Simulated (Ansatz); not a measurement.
# CuCl: the change of pressure and energy less free atoms with volume scale

All results are calculated (Ansatz 0.2.0). Periodic Kohn-Sham DFT of a crystal at fixed atoms, scaled to volume_scale times the given cell; pressure positive in compression, energy less spherical unpolarised free atoms, largest_vzz the field gradient of largest size among the nuclei.

The cell before it is scaled or strained (space group F-43m, No. 216):
```
cell vectors (Å)
   0.0000     2.7101     2.7101
   2.7101     0.0000     2.7101
   2.7101     2.7101     0.0000
atoms (fractions of the cell vectors)
Cu  0.00000  0.00000  0.00000
Cl  0.75000  0.75000  0.75000
```

Settings of every row: method all-electron LAPW; functional PBE; relativity scalar; k mesh 13x13x13; filling fermi-dirac; smearing width 0.05 eV; basis error target 0.25 meV/atom; nucleus gaussian.

Atom start moment: 0 on all atoms.

```csv
row,volume scale,V (Å³/atom),pressure (GPa),energy less free atoms (eV/atom)
1,0.9405,18.72,3.677,-3.1486
2,0.97,19.308,1.762,-3.1584
3,1,19.905,0.139,-3.1619
4,1.03,20.502,?,?
5,1.06,21.099,-2.337,-3.1531
```

Question: what pressure and energy less free atoms should row 4 give?

Worked fit of pressure. Take u = (V_r/V)^(2/3) − 1 with V_r = 19.607 Å³ an atom, which is twice the finite (Eulerian) strain; such expansions in the strain, on which the Birch-Murnaghan equation of state is built, carry the rest volume and the bulk modulus. The shown rows have u = 0.03134, 0.0103, -0.01001, -0.04772. Least squares give pressure = 0.9132 + 80.196 × u + 253.54 × u² GPa; a straight line predicts inner rows, each left out in turn, worse (root mean square 0.25 against 0.0082 GPa). The rows lie off it by 0.001, -0.004, 0.003, -0.001. The pressure vanishes at u = -0.0118, or V = 19.96 Å³ an atom, and there the bulk modulus at fixed shape and fractions is B = −V dP/dV = (2/3)(1 + u) dP/du = 48.9 GPa. The withheld row has u = -0.02932, so the fit gives 0.9132 + 80.196 × (-0.02932) + 253.54 × (-0.02932)² = -1.220 GPa.

The calculation gave -1.212 GPa. The fit lies 0.008 GPa (0.13 % of the column's range) below it; its largest miss of a shown row is 0.004 GPa.

Worked fit of energy less free atoms. Take u = (V_r/V)^(2/3) − 1 with V_r = 19.607 Å³ an atom, which is twice the finite (Eulerian) strain; such expansions in the strain, on which the Birch-Murnaghan equation of state is built, carry the rest volume and the bulk modulus. The shown rows have u = 0.03134, 0.0103, -0.01001, -0.04772. Least squares give energy less free atoms = −3.1609 + 0.1719 × u + 7.028 × u² eV/atom; a straight line predicts inner rows, each left out in turn, worse (root mean square 0.0069 against 3.8e-05 eV/atom). All shown rows lie on it to the printed digit. Its lowest point lies at u = -0.0122, or V = 19.97 Å³ an atom, and the curvature there gives the bulk modulus at fixed shape and fractions, B = (4/9)(1 + u)² E″(u)/V = 48.9 GPa. The withheld row has u = -0.02932, so the fit gives −3.1609 + 0.1719 × (-0.02932) + 7.028 × (-0.02932)² = -3.1599 eV/atom.

The calculation gave -3.1598 eV/atom. The fit lies 0.0001 eV/atom (0.75 % of the column's range) below it, one unit of the last digit.
